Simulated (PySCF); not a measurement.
Pt in PySCF: the effect of functional

Crystal: Pt.

```
Pt
1.0
     0.00000    1.96090    1.96090
     1.96090    0.00000    1.96090
     1.96090    1.96090    0.00000
Pt
1
Direct
  0.00000 0.00000 0.00000
```

Alike in all runs:

* Program: PySCF 2.14.0
* Task: equation of state
* Potentials or basis: DZVP-MOLOPT-SR/GTH-PBE (potentials made for PBE)
* k mesh: 4 × 4 × 4
* Occupations: fermi-dirac, width 0.05 eV
* Spin: no spin polarisation

| functional | V0 of scaled cells (Å³/atom) | B0 (GPa) |
| --- | --- | --- |
| LDA | ? | ? |
| PBEsol | 15.04 | 307 |
| PBE | 15.56 | 270 |

Q: What does the run with functional LDA give?

A: V0 of scaled cells 14.82 Å³/atom; B0 325 GPa.

Caveats: all runs use coarse meshes; the basis of atomic orbitals isn't converged, which shifts pressures, moduli and gaps; the potentials were made for another functional, which shifts forces and pressure (some runs).
